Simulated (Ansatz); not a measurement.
The system is MnO.

```
Mn O
1.0
     2.96949    0.00000    0.00000
    -1.48474    2.57165    0.00000
     0.00000    0.00000    2.89807
Mn O
1 1
Direct
  0.00000 0.00000 0.00000
  0.66667 0.33333 0.50000
```

Measurements of this composition are mostly on another form, of space group No. 225.

```yaml
Program: Ansatz 0.2.0
Task: relaxation of cell and atoms
Functional: B3LYP
Potentials_or_basis: Ansatz PAW
Cutoff: "420 eV (not typed: the program's choice for these potentials)"
k_mesh: 5 × 5 × 5
Occupations: fermi-dirac, width 0.05 eV
Spin: collinear spin, ferromagnetic start
Starting_moments: "[4.0, 0.0] μB"
```

At the start: volume 11.07 Å³/atom.

How do energy, volume and symmetry change on relaxing?

It ends after 8 steps and the volume is 11.46 Å³/atom (+3.6 %); space group P-6m2 (No. 187, to 0.05 Å); moment 5.00 μB per cell.

Step by step:
```
step  energy change (eV)  largest force (eV/Å)  volume (Å³)
   1              0.0000                0.0000        22.13
   2             -0.0565                0.0000        22.81
   3             -0.0704                0.0000        22.76
   4             -0.0703                0.0000        22.83
   5             -0.0702                0.0000        22.87
   6             -0.0754                0.0000        22.87
   7             -0.0753                0.0000        22.93
   8             -0.0755                0.0000        22.93
```

Final structure:
```yaml
crystal:
  lattice:
    - [3.06908, 0.00000, 0.00000]
    - [-1.53454, 2.65790, 0.00000]
    - [0.00000, 0.00000, 2.81055]
  atoms:
    - { symbol: Mn, position: [0.00000, 0.00000, 0.00000] }
    - { symbol: O, position: [0.66667, 0.33333, 0.50000] }
```

Caveat: the k mesh is coarse (spacing up to 0.49 Å⁻¹), so the values aren't converged, least of all with exact exchange; the magnetic or orbital state may not be the lowest; the plane-wave basis is chosen anew once the cell has moved, so the energies of steps on either side of that aren't comparable; the pressure holds a Pulay correction of +0.6 GPa for the finite cutoff; a cell with one magnetic atom can't hold antiferromagnetic order, which such compounds often take; the PAW data sets come from PBE, with cores solved anew for the run's functional, which leaves a small shift of forces and pressure.
